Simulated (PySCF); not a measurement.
Bonds (- single, = double, # triple, : aromatic): N1-C2, C2:C3, C3:C4, C4:C5, C5:C6, C6:C7, C7:C2. N1 carries H8, H9; C3 carries H10; C4 carries H11; C5 carries H12; C6 carries H13; C7 carries H14.

GIAO shifts from PySCF on PBE0-D3(BJ)/def2-TZVP geometries (one conformer, non-relativistic, equivalent nuclei averaged), against TMS at the same level and in the same medium; PCM means IEF-PCM chloroform.

Measured (solution, not stated in the table (CDCl3 in this author's series); The use of chemical shift calculations in the conformational analysis of substituted benzenes, New J. Chem. 2019 (ESI)): H10/H14 6.63, H11/H13 7.13, H12 6.73 ppm.

Which unscaled values do B97-2/pcSseg-2, gas; WP04/pcSseg-2, PCM; wB97X-D/pcSseg-2, PCM give, and how close are they?

Results:


```json
{"atoms": "H10/H14", "measured": "6.63", "B97-2/pcSseg-2, gas": "6.76", "WP04/pcSseg-2, PCM": "6.69", "wB97X-D/pcSseg-2, PCM": "7.07"}
{"atoms": "H11/H13", "measured": "7.13", "B97-2/pcSseg-2, gas": "7.38", "WP04/pcSseg-2, PCM": "7.20", "wB97X-D/pcSseg-2, PCM": "7.62"}
{"atoms": "H12", "measured": "6.73", "B97-2/pcSseg-2, gas": "6.89", "WP04/pcSseg-2, PCM": "6.74", "wB97X-D/pcSseg-2, PCM": "7.05"}
```

Mean absolute error for 1H: B97-2/pcSseg-2, gas 0.18, WP04/pcSseg-2, PCM 0.05, wB97X-D/pcSseg-2, PCM 0.42 ppm.
